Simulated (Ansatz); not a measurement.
The parent structure is CaF2 in the fluorite structure (space group Fm-3m, No. 225; a = 5.420 Å). Axes: x, y, z lie along the cube axes.

The values are results of PBEsol (Ansatz, a program for electronic structure; PAW; 420 eV plane waves; no spin-orbit coupling), earlier PAW set, not measurements.

Now apply this change: the cell is compressed by 1.31 % along y with no lateral relaxation, atoms relaxed at fixed cell.

### Question
Predict the stress tensor and what it implies for the stiffness.

### Answer
Stress of the strained cell less that of the base (GPa, compression positive):
```
   0.64    0.00    0.00
   0.00    2.24    0.00
   0.00    0.00    0.64
```

Then −Δσ_ii/ε with ε = -0.0131 gives secant stiffness values (nonlinear terms included at this strain): C22 ≈ 171 GPa, C12 ≈ 49 GPa and C23 ≈ 49 GPa.

Whether these cells are dynamically stable was not tested.
